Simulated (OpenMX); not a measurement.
Crystal: TiO2.

```
CELL_PARAMETERS angstrom
1.49733 0.86448 6.98154
-1.49733 0.86448 6.98154
0.00000 -1.72897 6.98154
ATOMIC_POSITIONS crystal
Ti 0.00000 0.00000 0.00000
O 0.37953 0.37953 0.37953
O 0.62047 0.62047 0.62047
```

Measurements of this composition are mostly on another form, of space group No. 141.

Base run:

| Quantity | Value |
| --- | --- |
| Program | OpenMX 3.8.5 |
| Functional | PBE |
| Dispersion | D3(BJ) |
| Potentials or basis | OpenMX 2013 PBE set, Ti7.0-s3p2d2, O6.0-s2p2d1, grid cutoff 400 Ry |
| k mesh | 7 × 7 × 7 |
| Occupations | fermi-dirac, width 0.05 eV |
| Spin | no spin polarisation |

Its results: band gap on the k mesh 2.26 eV, indirect (least direct gap 2.44 eV); pressure 1.7 GPa; largest force 0.130 eV/Å.

Problem. The run is repeated on the same cell with these changes: dispersion from D3(BJ) to D4. What comes out?

Solution. Band gap on the k mesh 2.26 eV, indirect (least direct gap 2.44 eV); pressure 0.7 GPa; largest force 0.627 eV/Å.

Caveats: an odd mesh through Γ misses points on the zone boundary, where band edges often lie; the basis of atomic orbitals isn't converged, which shifts pressures, moduli and gaps.
